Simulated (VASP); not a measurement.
Runs of VASP 6.6.1 on Ag. The structure is cubic, space group Im-3m (No. 229). The conventional cell has a = 3.436 Å, b = 3.436 Å, c = 3.436 Å, α = 90.00°, β = 90.00°, γ = 90.00°. Around Ag (site symmetry m-3m) lie 8 Ag at 2.98 Å. This isn't the form of Ag at room conditions, which is fcc.

```tsv
cell	k mesh	gap on the mesh (eV)	pressure (GPa)
Im-3m, 20.28 Å³/atom	15 × 15 × 15	none	(a)
Im-3m, 19.5 Å³/atom	21 × 21 × 21	none	-0.1
Im-3m, 19.5 Å³/atom	15 × 15 × 15	none	-0.1
Im-3m, 21.84 Å³/atom	15 × 15 × 15	none	-5.6
```

Alike in all rows: task single point; level BLYP; potentials or basis VASP PAW PBE potentials, release 64 (Ag); no spin polarisation; cutoff (eV) 520; smearing fermi-dirac 0.1 eV.

Problem. Estimate the missing entries.

Solution. (a) -2.5.

Caveats: the PAW data sets were made with another functional, which shifts forces and pressure a little.

A k mesh can miss the band edges, and the runs leave out spin-orbit coupling on Ag.

A gap of «none» marks a metal or a gap under the smearing width.
